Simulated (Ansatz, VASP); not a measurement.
## MgO: VASP beside Ansatz

Contents of INCAR:

```
ALGO = Normal ; EDIFF = 1E-7
ENCUT = 520 ; GGA = PE
ISIF = 2 ; ISMEAR = 0
LASPH = True ; LCHARG = False
LREAL = False ; LWAVE = False
NBANDS = 16 ; NELM = 100
PREC = Accurate ; SIGMA = 0.02
```

File KPOINTS:

```
k-points
0
Gamma
  9 9 6
```

Contents of POSCAR:

```
MgO
1.0
    3.5299575860      0.0000000000      0.0000000000
   -1.7649787930      3.0570329438      0.0000000000
    0.0000000000      0.0000000000      4.3556079718
Mg O
2 2
Direct
    0.6666666700      0.3333333300      0.7509435054
    0.3333333300      0.6666666700      0.2574542465
    0.6666666700      0.3333333300      0.2382342434
    0.3333333300      0.6666666700      0.7533680047
```

Input for Ansatz:

```yaml
crystal:
  lattice:
    - [3.529957586, 0.0, 0.0]
    - [-1.764978793, 3.0570329438, 0.0]
    - [0.0, 0.0, 4.3556079718]
  atoms:
    - { symbol: Mg, position: [0.66666667, 0.33333333, 0.7509435054] }
    - { symbol: Mg, position: [0.33333333, 0.66666667, 0.2574542465] }
    - { symbol: O, position: [0.66666667, 0.33333333, 0.2382342434] }
    - { symbol: O, position: [0.33333333, 0.66666667, 0.7533680047] }
basis:
  ecutwfc: 420
kpoints:
  mp_grid: { grid: [9, 9, 6] }
hamiltonian:
  xc: pbe
scf:
  occupations: { method: gaussian, width: 0.02 }
output:
  forces: true
  stress: true
  eigenvalues: true
```

Alike in both runs: task single point; functional PBE; k mesh 9 × 9 × 6; occupations gaussian, width 0.02 eV; no spin polarisation.

```csv
,VASP,Ansatz
version,VASP 6.6.1,Ansatz 0.2.0
potentials or method,"VASP PAW PBE potentials, release 64 (Mg, O)","scalar-relativistic, plane waves, PAW"
plane-wave cutoff (eV),520,420
valence electrons in the cell,16,32
```

|  | VASP | Ansatz | Ansatz less VASP |
| --- | --- | --- | --- |
| gap on the k mesh at the Fermi level (eV) | 3.06 | 3.08 | +0.018 |
| least direct gap on the mesh (eV) | 3.06 | 3.08 | +0.018 |
| pressure (GPa) | -4.1 | -3.6 | +0.50 |
| largest component of the traceless stress (GPa) | 1.99 | 1.89 | -0.100 |
| rms of the force components (eV/Å) | 0.223 | 0.220 | -0.0027 |

Atom by atom the forces differ by 0.003 eV/Å (rms over components). The two sets of potentials don't hold the same shells in valence.
